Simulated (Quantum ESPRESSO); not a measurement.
Here is a Quantum ESPRESSO 7.5 calculation.

Contents of pw.in:

```
&CONTROL
  calculation = 'scf'
  prefix = 'pwscf'
  outdir = './tmp'
  pseudo_dir = './pseudo'
  tprnfor = .true.
  tstress = .true.
  disk_io = 'low'
/
&SYSTEM
  ibrav = 0
  nat = 2
  ntyp = 2
  ecutwfc = 84
  nbnd = 21
  occupations = 'smearing'
  smearing = 'fd'
  degauss = 0.00367493
/
&ELECTRONS
  conv_thr = 4d-10
  electron_maxstep = 120
  mixing_beta = 0.5
/
ATOMIC_SPECIES
In   114.8180 In.upf
As    74.9216 As.upf
CELL_PARAMETERS angstrom
   0.0000000000    3.0180000000    3.0180000000
   3.0180000000    0.0000000000    3.0180000000
   3.0180000000    3.0180000000    0.0000000000
ATOMIC_POSITIONS angstrom
In     0.0000000000    0.0000000000    0.0000000000
As     4.5270000000    4.5270000000    4.5270000000
K_POINTS automatic
8 8 8 0 0 0
```

The input bands.in:

```
&CONTROL
  calculation = 'bands'
  prefix = 'pwscf'
  outdir = './tmp'
  pseudo_dir = './pseudo'
  disk_io = 'low'
  verbosity = 'high'
/
&SYSTEM
  ibrav = 0
  nat = 2
  ntyp = 2
  ecutwfc = 84
  nbnd = 21
  occupations = 'smearing'
  smearing = 'fd'
  degauss = 0.00367493
/
&ELECTRONS
  conv_thr = 1d-08
  electron_maxstep = 120
  mixing_beta = 0.5
  diago_full_acc = .true.
  startingwfc = 'random'
/
ATOMIC_SPECIES
In   114.8180 In.upf
As    74.9216 As.upf
CELL_PARAMETERS angstrom
   0.0000000000    3.0180000000    3.0180000000
   3.0180000000    0.0000000000    3.0180000000
   3.0180000000    3.0180000000    0.0000000000
ATOMIC_POSITIONS angstrom
In     0.0000000000    0.0000000000    0.0000000000
As     4.5270000000    4.5270000000    4.5270000000
K_POINTS crystal
60
 0.0000000000  0.0000000000  0.0000000000 1
 0.0625000000  0.0000000000  0.0625000000 1
 0.1250000000  0.0000000000  0.1250000000 1
 0.1875000000  0.0000000000  0.1875000000 1
 0.2500000000  0.0000000000  0.2500000000 1
 0.3125000000  0.0000000000  0.3125000000 1
 0.3750000000  0.0000000000  0.3750000000 1
 0.4375000000  0.0000000000  0.4375000000 1
 0.5000000000  0.0000000000  0.5000000000 1
 0.5000000000  0.0625000000  0.5625000000 1
 0.5000000000  0.1250000000  0.6250000000 1
 0.5000000000  0.1875000000  0.6875000000 1
 0.5000000000  0.2500000000  0.7500000000 1
 0.4375000000  0.3125000000  0.7500000000 1
 0.3750000000  0.3750000000  0.7500000000 1
 0.3375000000  0.3375000000  0.6750000000 1
 0.3000000000  0.3000000000  0.6000000000 1
 0.2625000000  0.2625000000  0.5250000000 1
 0.2250000000  0.2250000000  0.4500000000 1
 0.1875000000  0.1875000000  0.3750000000 1
 0.1500000000  0.1500000000  0.3000000000 1
 0.1125000000  0.1125000000  0.2250000000 1
 0.0750000000  0.0750000000  0.1500000000 1
 0.0375000000  0.0375000000  0.0750000000 1
 0.0000000000  0.0000000000  0.0000000000 1
 0.0625000000  0.0625000000  0.0625000000 1
 0.1250000000  0.1250000000  0.1250000000 1
 0.1875000000  0.1875000000  0.1875000000 1
 0.2500000000  0.2500000000  0.2500000000 1
 0.3125000000  0.3125000000  0.3125000000 1
 0.3750000000  0.3750000000  0.3750000000 1
 0.4375000000  0.4375000000  0.4375000000 1
 0.5000000000  0.5000000000  0.5000000000 1
 0.5250000000  0.4500000000  0.5250000000 1
 0.5500000000  0.4000000000  0.5500000000 1
 0.5750000000  0.3500000000  0.5750000000 1
 0.6000000000  0.3000000000  0.6000000000 1
 0.6250000000  0.2500000000  0.6250000000 1
 0.5833333333  0.2500000000  0.6666666667 1
 0.5416666667  0.2500000000  0.7083333333 1
 0.5000000000  0.2500000000  0.7500000000 1
 0.5000000000  0.2857142857  0.7142857143 1
 0.5000000000  0.3214285714  0.6785714286 1
 0.5000000000  0.3571428571  0.6428571429 1
 0.5000000000  0.3928571429  0.6071428571 1
 0.5000000000  0.4285714286  0.5714285714 1
 0.5000000000  0.4642857143  0.5357142857 1
 0.5000000000  0.5000000000  0.5000000000 1
 0.4821428571  0.4821428571  0.5357142857 1
 0.4642857143  0.4642857143  0.5714285714 1
 0.4464285714  0.4464285714  0.6071428571 1
 0.4285714286  0.4285714286  0.6428571429 1
 0.4107142857  0.4107142857  0.6785714286 1
 0.3928571429  0.3928571429  0.7142857143 1
 0.3750000000  0.3750000000  0.7500000000 1
 0.6250000000  0.2500000000  0.6250000000 1
 0.5937500000  0.1875000000  0.5937500000 1
 0.5625000000  0.1250000000  0.5625000000 1
 0.5312500000  0.0625000000  0.5312500000 1
 0.5000000000  0.0000000000  0.5000000000 1
```

Potentials or basis: PseudoDojo 0.4.1 SR PBE standard.

Run with:

```console
$ OMP_NUM_THREADS=1 pw.x -in pw.in > pw.out
$ OMP_NUM_THREADS=1 pw.x -in bands.in > bands.out
```

Q: What does it give for the pressure?

A: 4.4 GPa.

Q: Estimate the band gap on the k mesh.

A: None (metal or under the smearing width).

Levels at the corners of the path, in eV from the Fermi level:
| point | band 10 | band 11 | band 12 | band 13 | band 14 | band 15 | band 16 | band 17 | band 18 | band 19 |
| --- | --- | --- | --- | --- | --- | --- | --- | --- | --- | --- |
| Γ | -14.37 | -11.95 | -0.22 | -0.05 | -0.05 | -0.05 | 3.87 | 3.87 | 3.87 | 7.50 |
| X | -14.35 | -9.92 | -5.91 | -2.39 | -2.39 | 1.50 | 2.02 | 9.19 | 9.27 | 9.27 |
| W | -14.36 | -9.87 | -5.76 | -3.02 | -2.94 | 4.20 | 4.26 | 4.98 | 6.05 | 9.82 |
| K | -14.36 | -9.94 | -5.77 | -3.34 | -2.01 | 2.07 | 4.25 | 7.30 | 7.41 | 7.77 |
| Γ | -14.37 | -11.95 | -0.22 | -0.05 | -0.05 | -0.05 | 3.87 | 3.87 | 3.87 | 7.50 |
| L | -14.36 | -10.47 | -5.84 | -1.04 | -1.04 | 0.92 | 4.64 | 4.64 | 6.84 | 9.04 |
| U | -14.36 | -9.94 | -5.77 | -3.34 | -2.01 | 2.07 | 4.25 | 7.30 | 7.41 | 7.77 |
| W | -14.36 | -9.87 | -5.76 | -3.02 | -2.94 | 4.20 | 4.26 | 4.98 | 6.05 | 9.82 |
| L | -14.36 | -10.47 | -5.84 | -1.04 | -1.04 | 0.92 | 4.64 | 4.64 | 6.84 | 9.04 |
| K | -14.36 | -9.94 | -5.77 | -3.34 | -2.01 | 2.07 | 4.25 | 7.30 | 7.41 | 7.77 |
| U | -14.36 | -9.94 | -5.77 | -3.34 | -2.01 | 2.07 | 4.25 | 7.30 | 7.41 | 7.77 |
| X | -14.35 | -9.92 | -5.91 | -2.39 | -2.39 | 1.50 | 2.02 | 9.19 | 9.27 | 9.27 |

Caveat: spin-orbit coupling is left out, which moves the levels of the heavy elements.

**The experiment to reproduce.**

From a printed reference work, data compilation, for a bulk crystal of InAs at 4.2 K: band gap 0.418 eV (direct).

Measured gap of InAs: 0.418 eV (direct; 4.2 K; a printed reference work, data compilation). This calculation gives 0.00 eV (-0.42 eV). Spin-orbit coupling on As, In is left out. The value is that of PBE on a finite k mesh, which can miss the band edges, without temperature or zero-point motion. Semilocal functionals fall short of measured gaps as a rule.
